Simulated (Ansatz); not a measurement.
## Cu: enthalpy against pressure

Cu, P6_3/mmc, a = 2.567 Å, c = 8.387 Å. This isn't the element's structure at ambient conditions. Ansatz: PBE, PAW, 420 eV, Γ-centred 18×18×6 mesh on 4 atoms, Gaussian smearing 0.10 eV; no spin polarisation. Cell and atoms are relaxed at each pressure, and no other structure is tried, so the rows at high pressure may lie past a change of phase. y is the enthalpy over the state at zero pressure; there V0 = 11.965 Å³/atom. The pressures are the targets, met within 0.03 GPa.

```
P (GPa) y (eV/atom)
   -3.0      -0.2266
    0.0       0.0000
    3.0       0.2217
    8.0       0.5821
   15.0            ?
   30.0       2.0655
   60.0       3.9078
```

Question: Fit y = c1 P + c2 P² + c3 P³ to the other rows, say what c1 and c2 mean, and predict the missing value.

Answer: Least squares on the rows shown. y = 0.074556 P − 0.00022353 P² + 1.1071×10⁻⁶ P³. Since dH/dP = V, c1 is V0: 0.074556 eV/GPa × 160.2 = 11.944 Å³ against 11.965; c2 = −V0/(2B0) gives B0 = 167 GPa, where a Birch–Murnaghan fit to the volumes of the same runs (not shown) gives 140 GPa: a cubic over this range folds the higher terms into c2. At P = 15.0 the fit asked for gives 1.0718 eV/atom. The run gave 1.0701 eV/atom, so the fit is 0.0017 eV/atom too high, 0.041 % of the span of the series, against an rms of 0.0005 eV/atom on the fitted rows. With a term in P⁴ added, a fit to the same known rows predicts 1.0698 eV/atom, so most of the miss is curvature that the known rows already hold.

The mesh isn't the same in all rows (18×18×6, 24×24×6).